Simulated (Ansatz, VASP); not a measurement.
Sc in VASP and in Ansatz

```xyz
1
Lattice="0.0000 2.1849 2.1849 2.1849 0.0000 2.1849 2.1849 2.1849 0.0000" Properties=species:S:1:pos:R:3 pbc="T T T"
Sc    0.0000    0.0000    0.0000
```

Alike in both runs: task single point; functional PBEsol; k mesh 13 × 13 × 13; occupations fermi-dirac, width 0.1 eV; no spin polarisation.

```csv
,VASP,Ansatz
version,VASP 6.6.1,Ansatz 0.2.0
potentials or method,"VASP PAW PBE potentials, release 64 (Sc_sv)","plane waves (420 eV) with PAW, scalar-relativistic"
plane-wave cutoff (eV),520,420
valence electrons in the cell,11,11
```

|  | VASP | Ansatz | Ansatz less VASP |
| --- | --- | --- | --- |
| pressure (GPa) | 8.3 | 8.3 | -0.03 |

Ansatz warned: «pseudo_functional_mismatch».

Caveats: the PAW data sets were made with another functional, which shifts forces and pressure a little (VASP).
